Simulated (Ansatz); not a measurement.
# A vibration from a frozen displacement in BaTe

These are results of DFT PBE, scalar-relativistic, plane waves, PAW (Ansatz), not measurements. Cutoff 420 eV, Γ-centred 8×8×8 k-points, Gaussian smearing of 0.05 eV. Spin–orbit coupling is left out, which matters for the heavy elements here. No spin polarisation. Energies are free energies at this smearing, counted from the undisturbed cell; pressure is positive in compression.

The undisturbed cell (as given, not relaxed at this level; it stands at 3.8 GPa):

```xyz
2
Lattice="0.0000 3.4100 3.4100 3.4100 0.0000 3.4100 3.4100 3.4100 0.0000" Properties=species:S:1:pos:R:3 pbc="T T T"
Ba    0.0000    0.0000    0.0000
Te    3.4100    3.4100    3.4100
```

Every Te atom is moved by x along the Cartesian unit vector (0.000, 0.000, -1.000); the cell and all other atoms stay fixed. The cell's volume is 79.30 Å³; the moved atoms weigh 127.600 u together and the others 137.327 u. Some rows repeat others by symmetry and weren't run.

```csv
x (Å),ΔE (meV/cell),total force on the moved atoms along the move (eV/Å),pressure (GPa)
-0.2000,61.92,0.6533,4.1813
-0.1750,46.80,0.5577,4.0906
-0.1500,33.99,0.4677,4.0135
-0.1250,23.37,0.3824,3.9494
-0.1000,14.84,0.3011,3.8978
-0.0750,8.29,0.2230,3.8581
-0.0500,3.67,0.1473,3.8301
0.0000,0.00,0.0000,3.8078
0.0500,3.67,-0.1473,3.8301
0.0750,8.29,-0.2230,3.8581
0.1000,14.84,-0.3011,3.8978
0.1250,23.37,-0.3824,3.9494
0.1500,33.99,-0.4677,4.0135
0.1750,46.80,-0.5577,4.0906
0.2000,61.92,-0.6533,4.1813
```

Task: What frequency belongs to this motion?

Result: The force constant is k = −dF/dx = 2.946 eV/Å², from the parabola through x = -0.0500, 0 and 0.0500. In every cell the moved atoms swing against the rest, so the mass is μ = m₁m₂/(m₁ + m₂) = 66.142 u, and ν̃ = 521.5 cm⁻¹ × √(|k|/μ) = 110 cm⁻¹, at this cell's pressure of 3.8 GPa. To first order in x, and within 1 %, the force on every atom lies along the move and, within each of the two groups, in proportion to the atom's mass, so this is itself a mode at the zone centre of this cell, taken without macroscopic field (the transverse frequency in a polar insulator).

Task: How far does the harmonic law reach?

Result: At x = -0.200 Å, kx²/2 = 58.92 meV against the computed 61.92 meV (+5.1 %): the well is still close to harmonic there.

Task: The pressure changes with x². What does that say about the frequency under compression?

Result: With E = k(V)x²/2, k ∝ V^(−2γ) and x scaling with the cell as V^(1/3), P − P0 = −∂E/∂V = (2γ − 2/3) ΔE/V. At x = 0.0750 Å, V(P − P0) = 79.30 × 0.05032 / 160.2 eV = 24.91 meV and ΔE = 8.29 meV, so γ = 1/3 + V(P − P0)/(2ΔE) = 1.83. This is the Grüneisen parameter of the motion under uniform scaling of the cell: shrinking the cell evenly by 1 % in volume raises the frequency by about 1.83 %.